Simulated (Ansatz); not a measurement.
Runs of Ansatz 0.2.0 on CdS (Hawleyite). Symmetry: F-43m, No. 216, cubic system. The conventional cell has a = 5.833 Å, b = 5.833 Å, c = 5.833 Å, α = 90.00°, β = 90.00°, γ = 90.00°. Around Cd (site symmetry -43m) lie 4 S at 2.53 Å. S (site symmetry -43m) has 4 Cd at 2.53 Å as nearest neighbours. 

```tsv
task	level	spin	cell	k mesh	cutoff (eV)	points for each segment of the path	mesh quality	gap on the mesh (eV)	pressure (GPa)	relaxed volume (Å³/atom)
relaxation of cell and atoms	B3LYP	off	relaxed	4 × 4 × 4	420	-	coarse	(b)	0.0	26.64
band structure	r2SCAN50	off	as given	4 × 4 × 4	500	4	coarse	(a)	0.5	-
band structure	LDA	off	as given	8 × 8 × 8	420	14	not flagged	0.86	-2.5	-
band structure	PBEsol	off	as given	8 × 8 × 8	420	14	not flagged	1.00	-0.3	-
band structure	r2SCAN0	off	as given	4 × 4 × 4	500	4	coarse	3.11	1.0	-
relaxation of cell and atoms	LDA	off	relaxed	8 × 8 × 8	420	-	not flagged	0.95	0.0	(c)
band structure	LDA	SOC, no magnetisation	as given	6 × 6 × 6	420	14	not flagged	0.85	-2.5	-
relaxation of cell and atoms	PBE0	off	relaxed	4 × 4 × 4	420	-	coarse	2.78	0.0	25.49
```

Alike in all rows: potentials or basis Ansatz PAW; smearing fermi-dirac 0.05 eV.

Problem. Fill in the values left out.

Solution. (a) 4.70; (b) 2.24; (c) 23.84.

Caveats: some runs use coarse meshes; the PAW data sets come from PBE, with cores solved anew for the run's functional, which leaves a small shift of forces and pressure; the plane-wave basis is chosen anew once the cell has moved, so the energies of steps on either side of that aren't comparable (some runs); the thresholds are loose for stress (some runs).

A k mesh can miss the band edges, and rows without SOC leave out spin-orbit coupling on Cd.

Runs at the PBE level aren't shown here.
